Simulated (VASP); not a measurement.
# Al (Fm-3m) in VASP: notebook

One crystal, Al, is run at these levels: PBE; tasks: relaxation of cell and atoms.

Program: VASP 6.6.1. These are calculated values, not measurements. Logs are shortened: lines on timing, memory, paths and dates and some standing lists are left out, and cuts for length are marked.

## Step 1: The crystal as given

Symmetry: Fm-3m, No. 225, cubic system. The conventional cell has a = 4.050 Å, b = 4.050 Å, c = 4.050 Å, α = 90.00°, β = 90.00°, γ = 90.00°. Al (site symmetry m-3m) is surrounded by 12 Al at 2.86 Å.

## Step 2: Relaxation of cell and atoms, PBE

File INCAR:

```
SYSTEM = Al
ALGO = Fast
AMIX = 0.2
EDIFF = 1E-7
EDIFFG = -0.002
ENCUT = 520
GGA = PE
IBRION = 2
ISIF = 3
ISMEAR = 0
LASPH = .True.
LCHARG = .False.
LREAL = .False.
LWAVE = .False.
NELM = 100
NSW = 80
PREC = Accurate
SIGMA = 0.1
```

File KPOINTS:

```
k-points
0
Gamma
  18 18 18
  0 0 0
```

File POSCAR:

```
Al
1.0
    0.0000000000      2.0248050000      2.0248050000
    2.0248050000      0.0000000000      2.0248050000
    2.0248050000      2.0248050000      0.0000000000
Al
1
Direct
    0.0000000000      0.0000000000      0.0000000000
```

Potentials or basis: VASP PAW PBE potentials, release 64 (Al).

The run is started by

```bash
$ cat potpaw_PBE.64/Al/POTCAR > POTCAR
$ mpirun -np 1 vasp_std > vasp.out
```

OUTCAR:

```text
SYSTEM = Al
   AMIX = 0.2
   EDIFF = 1E-7
   EDIFFG = -0.002
   ENCUT = 520
   GGA = PE
   IBRION = 2
   ISIF = 3
   ISMEAR = 0
   LASPH = .True.
   LREAL = .False.
   NELM = 100
   NSW = 80
   PREC = Accurate

 ion  position               nearest neighbor table
   1  0.000  0.000  0.000-

  LATTYP: Found a face centered cubic cell.
 ALAT       =     4.0496100000

  Lattice vectors:

 A1 = (   0.0000000000,   2.0248050000,   2.0248050000)
 A2 = (   2.0248050000,   0.0000000000,   2.0248050000)
 A3 = (   2.0248050000,   2.0248050000,   0.0000000000)

Analysis of symmetry for initial positions (statically):
=====================================================================
 Subroutine PRICEL returns:
 Original cell was already a primitive cell.

 Routine SETGRP: Setting up the symmetry group for a
 face centered cubic supercell.

 Subroutine GETGRP returns: Found 48 space group operations
 (whereof 48 operations were pure point group operations)
 out of a pool of 48 trial point group operations.

The static configuration has the point symmetry O_h .

Analysis of symmetry for dynamics (positions and initial velocities):
=====================================================================
 Subroutine PRICEL returns:
 Original cell was already a primitive cell.

 Routine SETGRP: Setting up the symmetry group for a
 face centered cubic supercell.

 Subroutine GETGRP returns: Found 48 space group operations
 (whereof 48 operations were pure point group operations)
 out of a pool of 48 trial point group operations.

The dynamic configuration has the point symmetry O_h .

 Subroutine INISYM returns: Found 48 space group operations
 (whereof 48 operations are pure point group operations),
 and found     1 'primitive' translations

----------------------------------------------------------------------------------------

                                     Primitive cell

  volume of cell :      16.6027

  direct lattice vectors                    reciprocal lattice vectors
     0.000000000  2.024805000  2.024805000    -0.246937359  0.246937359  0.246937359
     2.024805000  0.000000000  2.024805000     0.246937359 -0.246937359  0.246937359
     2.024805000  2.024805000  0.000000000     0.246937359  0.246937359 -0.246937359

  length of vectors
     2.863506692  2.863506692  2.863506692     0.427708053  0.427708053  0.427708053

  position of ions in fractional coordinates (direct lattice)
     0.000000000  0.000000000  0.000000000

  ion indices of the primitive-cell ions
   primitive index   ion index
                 1           1

----------------------------------------------------------------------------------------

 KPOINTS: k-points

Automatic generation of k-mesh.
 Grid dimensions read from file:
 generate k-points for:   18   18   18

 Generating k-lattice:

  Cartesian coordinates                     Fractional coordinates (reciprocal lattice)
    -0.013718742  0.013718742  0.013718742     0.055555556  0.000000000  0.000000000
     0.013718742 -0.013718742  0.013718742     0.000000000  0.055555556  0.000000000
     0.013718742  0.013718742 -0.013718742     0.000000000  0.000000000  0.055555556

  Length of vectors
     0.023761558  0.023761558  0.023761558

  Shift w.r.t. Gamma in fractional coordinates (k-lattice)
     0.000000000  0.000000000  0.000000000

 Subroutine IBZKPT returns following result:
 ===========================================

 Found    195 irreducible k-points:

 Following reciprocal coordinates:
            Coordinates               Weight
  0.000000  0.000000  0.000000      1.000000
  0.055556  0.000000  0.000000      8.000000
  0.111111  0.000000  0.000000      8.000000
  0.166667  0.000000  0.000000      8.000000
  0.222222  0.000000  0.000000      8.000000
  0.277778  0.000000  0.000000      8.000000
[... 16 lines left out ...]
 -0.277778  0.055556  0.000000     24.000000
 -0.222222  0.055556  0.000000     24.000000
 [... further k-points ...]
   k-points           NKPTS =    195   k-points in BZ     NKDIM =    195   number of bands    NBANDS=      5
   number of dos      NEDOS =    301   number of ions     NIONS =      1
   total plane-waves  NPLWV =  13824
   dimension x,y,z NGX =    24 NGY =   24 NGZ =   24
   dimension x,y,z NGXF=    48 NGYF=   48 NGZF=   48
   ions per type =               1
   NGX,Y,Z   is equivalent  to a cutoff of  13.93, 13.93, 13.93 a.u.
   NGXF,Y,Z  is equivalent  to a cutoff of  27.87, 27.87, 27.87 a.u.
 SYSTEM =  Al
   PREC   = accura    normal or accurate (medium, high low for compatibility)
   ISTART =      0    job   : 0-new  1-cont  2-samecut
   ICHARG =      2    charge: 1-file 2-atom 10-const
   ISPIN  =      1    spin polarized calculation?
   LNONCOLLINEAR =      F non collinear calculations
   LSORBIT =      F    spin-orbit coupling
   LASPH  =      T    aspherical Exc in radial PAW
   ENCUT  =  520.0 eV  38.22 Ry    6.18 a.u.   5.32  5.32  5.32*2*pi/ulx,y,z
   NELM   =    100;   NELMIN=  2; NELMDL= -5     # of ELM steps
   EDIFF  = 0.1E-06   stopping-criterion for ELM
   LREAL  =      F    real-space projection
   EDIFFG = -.2E-02   stopping-criterion for IOM
   NSW    =     80    number of steps for IOM
   IBRION =      2    ionic relax: 0-MD 1-quasi-New 2-CG
   NFREE  =      1    steps in history (QN), initial steepest desc. (CG)
   ISIF   =      3    stress and relaxation
   ISYM   =      2    0-nonsym 1-usesym 2-fastsym
   POTIM  = 0.5000    time-step for ionic-motion
   TEBEG  =    0.0;   TEEND  =   0.0 temperature during run
   PSTRESS=    0.0 pullay stress
   NELECT =       3.0000    total number of electrons
   NUPDOWN=      -1.0000    fix difference up-down
   EMIN   =  10.00;   EMAX   =-10.00  energy-range for DOS
   EFERMI =   0.00;   METHOD = LEGACY
   ISMEAR =     0;   SIGMA  =   0.10  broadening in eV -4-tet -1-fermi 0-gaus
   EFERMI_NEDOS =   21; number of points for ismear=-14 and -15
   IALGO  =     68    algorithm
   IMIX   =      4    mixing-type and parameters
     AMIX     =   0.20;   BMIX     =  1.00
     AMIX_MAG =   0.80;   BMIX_MAG =  1.00
  volume/ion in A,a.u.               =      16.60       112.04
  Fermi-wavevector in a.u.,A,eV,Ry     =   0.925526  1.748991 11.654733  0.856599
  Thomas-Fermi vector in A             =   2.051390
   LORBIT       =      0    0 simple, 1 ext, 2 COOP (PROOUT), +10 PAW based schemes
   GGA     = PE    functional components
   LHFCALC =     F    Hartree Fock is set to
   AEXX    =    0.0000 exact exchange contribution
   IVDW    =     0    specifies the selected vdW correction
   LEPSILON=     F    determine dielectric tensor
   LRPA    =     F    only Hartree local field effects (RPA)
 conjugate gradient relaxation of ions
 non-spin polarized calculation
 RMM-DIIS sequential band-by-band and
 Gauss-broadening in eV      SIGMA  =   0.10
  energy-cutoff  :      520.00
  volume of cell :       16.60
 maximum number of plane-waves:       459
 NGX is ok and might be reduce to    24
   NGX = 11   NGY = 11   NGZ = 11

--------------------------------------- Ionic step        1  -------------------------------------------

 number of electron       3.0000000 magnetization

 Free energy of the ion-electron system (eV)
  ---------------------------------------------------
  ext. energy  EPLUGINS =         0.00000000
  ---------------------------------------------------
  free energy    TOTEN  =        -3.74436390 eV

  energy without entropy =       -3.74148562  energy(sigma->0) =       -3.74292476

------------------------ aborting loop because EDIFF is reached ----------------------------------------

  FORCE on cell =-STRESS in cart. coord.  units (eV):
  Direction    XX          YY          ZZ          XY          YZ          ZX
  --------------------------------------------------------------------------------------
  -------------------------------------------------------------------------------------
  Total       -0.0517551     -0.0517551     -0.0517551     -0.0000000     -0.0000000      0.0000000
  in kB       -4.9944061     -4.9944061     -4.9944061     -0.0000000     -0.0000000      0.0000000
  external PRESSURE =      -4.9944061 kB  Pullay stress =       0.0000000 kB

 VOLUME and BASIS-vectors are now :
 -----------------------------------------------------------------------------
  energy-cutoff  :      520.00
  volume of cell :       16.60
      direct lattice vectors                 reciprocal lattice vectors
     0.000000000  2.024805000  2.024805000    -0.246937359  0.246937359  0.246937359
     2.024805000  0.000000000  2.024805000     0.246937359 -0.246937359  0.246937359
     2.024805000  2.024805000  0.000000000     0.246937359  0.246937359 -0.246937359
[... 36 lines left out ...]
 POSITION                                       TOTAL-FORCE (eV/Angst)
 -----------------------------------------------------------------------------------
      2.01975      2.01975     -0.00000         0.000000      0.000000     -0.000000
 -----------------------------------------------------------------------------------
    total drift:                               -0.000000     -0.000000     -0.000000

  FREE ENERGIE OF THE ION-ELECTRON SYSTEM (eV)
  ---------------------------------------------------
  free  energy   TOTEN  =        -3.7445347588 eV

  energy  without entropy=       -3.7416019318  energy(sigma->0) =       -3.74306835

--------------------------------------- Ionic step        3  -------------------------------------------

 number of electron       3.0000000 magnetization

 Free energy of the ion-electron system (eV)
  ---------------------------------------------------
  ext. energy  EPLUGINS =         0.00000000
  ---------------------------------------------------
  free energy    TOTEN  =        -3.74453750 eV

  energy without entropy =       -3.74161012  energy(sigma->0) =       -3.74307381

 E-fermi :   7.9961     XC(G=0): -10.1981

 val. band max:        7.9895172073   @ k =  -0.2778   0.2778   0.0556
 cond. band min:       7.9965794054   @ k =  -0.2778   0.5000   0.2222
 fundamental gap:      0.0070621981
 Fermi energy:         7.9961097844

 k-point     1 :       0.0000    0.0000    0.0000
  band No.  band energies     occupation
      1      -3.1327      2.00000
      2      20.6266      0.00000
      3      20.6266      0.00000
      4      20.6266      0.00000
      5      22.1220      0.00000

 k-point     2 :       0.0556    0.0000    0.0000
  band No.  band energies     occupation
      1      -3.0487      2.00000
      2      19.1091      0.00000
      3      20.3150      0.00000
      4      20.3150      0.00000
      5      22.5644      0.00000

 k-point     3 :       0.1111    0.0000    0.0000
  band No.  band energies     occupation
      1      -2.7972      2.00000
      2      16.8861      0.00000
      3      19.8035      0.00000
      4      19.8035      0.00000
      5      22.7591      0.00000
[... 153 lines left out ...]
 k-point    23 :      -0.2778    0.0556    0.0000
  band No.  band energies     occupation
      1      -0.6909      2.00000
      2       9.8379      0.00000
      3      17.1305      0.00000
      4      20.0024      0.00000
      5      20.9020      0.00000

 k-point    24 :      -0.2222    0.0556    0.0000
  band No.  band energies     occupation
      1      -1.4910      2.00000
      2      11.8467      0.00000
      3      17.2924      0.00000
      4      20.1448      0.00000
      5      21.8907      0.00000

 [... further k-points ...]

------------------------ aborting loop because EDIFF is reached ----------------------------------------

  FORCE on cell =-STRESS in cart. coord.  units (eV):
  Direction    XX          YY          ZZ          XY          YZ          ZX
  --------------------------------------------------------------------------------------
  -------------------------------------------------------------------------------------
  Total        0.0002503      0.0002503      0.0002503     -0.0000000      0.0000000     -0.0000000
  in kB        0.0243111      0.0243111      0.0243111     -0.0000000      0.0000000     -0.0000000
  external PRESSURE =       0.0243111 kB  Pullay stress =       0.0000000 kB

 VOLUME and BASIS-vectors are now :
 -----------------------------------------------------------------------------
  energy-cutoff  :      520.00
  volume of cell :       16.49
      direct lattice vectors                 reciprocal lattice vectors
    -0.000000000  2.020317102  2.020317102    -0.247485902  0.247485902  0.247485902
     2.020317102 -0.000000000  2.020317102     0.247485902 -0.247485902  0.247485902
     2.020317102  2.020317102 -0.000000000     0.247485902  0.247485902 -0.247485902

 POSITION                                       TOTAL-FORCE (eV/Angst)
 -----------------------------------------------------------------------------------
      0.00000      0.00000      0.00000        -0.000000     -0.000000      0.000000
 -----------------------------------------------------------------------------------
    total drift:                               -0.000000     -0.000000     -0.000000

  FREE ENERGIE OF THE ION-ELECTRON SYSTEM (eV)
  ---------------------------------------------------
  free  energy   TOTEN  =        -3.7445375033 eV

  energy  without entropy=       -3.7416101154  energy(sigma->0) =       -3.74307381

 reached required accuracy - stopping structural energy minimisation
```

It took 15 s on 1 thread of AMD EPYC 9R45 (Zen 5), shared host; peak memory 0.11 GiB.

Results:

| Item | Value |
| --- | --- |
| Free energy | -3.7445 eV |
| Relaxed volume | 16.49 Å³/atom |
| Relaxed cell | a = 2.857 Å, b = 2.857 Å, c = 2.857 Å, α = 60.00°, β = 60.00°, γ = 60.00° |
| Space group after relaxing (to 0.05 Å) | Fm-3m (No. 225) |
| Energy gained by relaxing | 0.2 meV/atom |
| Ionic steps | 3 |
| Pressure after relaxing | 0.0 GPa |
| Band gap on the k mesh | none (metal or under the smearing width) |

The path:
```csv
step,energy change (eV),largest force (eV/Å),pressure (GPa),volume (Å³)
1,0.0000,0.0000,-0.50,16.60
2,-0.0002,0.0000,0.07,16.48
3,-0.0002,0.0000,0.00,16.49
```

Final structure:
```
CELL_PARAMETERS angstrom
0.00000 2.02032 2.02032
2.02032 0.00000 2.02032
2.02032 2.02032 0.00000
ATOMIC_POSITIONS crystal
Al 0.00000 0.00000 0.00000
```

Levels at points of the mesh, in eV from the Fermi level:
```csv
k point,band 1,band 2,band 3,band 4
"(0.00, 0.00, 0.00)",-11.13,12.63,12.63,12.63
"(0.50, 0.00, 0.00)",-4.59,-4.37,11.42,11.42
"(0.50, 0.50, 0.00)",-2.92,-1.59,5.27,5.61
```

## Step 3: Relaxation of cell and atoms, PBE

This run uses another cell than the first one, of 16.49 Å³/atom, 0.993 times its volume.

INCAR is that of step 2.

KPOINTS is that of step 2.

File POSCAR:

```
Al                                      
1.0
   -0.0000000000      2.0203171021      2.0203171021
    2.0203171021     -0.0000000000      2.0203171021
    2.0203171021      2.0203171021     -0.0000000000
  Al            
     1
Direct
     0.0000000000000000    0.0000000000000000    0.0000000000000000
```

Potentials or basis: VASP PAW PBE potentials, release 64 (Al).

The run is started by

```bash
$ cat potpaw_PBE.64/Al/POTCAR > POTCAR
$ mpirun -np 1 vasp_std > vasp.out
```

Run time: 9.6 s. Hardware: 1 thread of AMD EPYC 9R45 (Zen 5), shared host; peak memory 0.11 GiB.

The run converged. Its results:

- Free energy: -3.7445 eV
- Pressure after relaxing: 0.0 GPa
- Band gap on the k mesh: none (metal or under the smearing width)

Final structure:
```xyz
1
Lattice="0.0000 2.0203 2.0203 2.0203 0.0000 2.0203 2.0203 2.0203 0.0000" Properties=species:S:1:pos:R:3 pbc="T T T"
Al    0.0000    0.0000    0.0000
```

Levels at points of the mesh, in eV from the Fermi level:
| k point | band 1 | band 2 | band 3 | band 4 | band 5 |
| --- | --- | --- | --- | --- | --- |
| (0.00, 0.00, 0.00) | -11.13 | 12.63 | 12.63 | 12.63 | 14.13 |
| (0.50, 0.00, 0.00) | -4.59 | -4.37 | 11.42 | 11.46 | 11.47 |
| (0.50, 0.50, 0.00) | -2.92 | -1.59 | 5.27 | 5.61 | 5.61 |

Caveat: the relaxation stopped at its first step, so nothing moved.
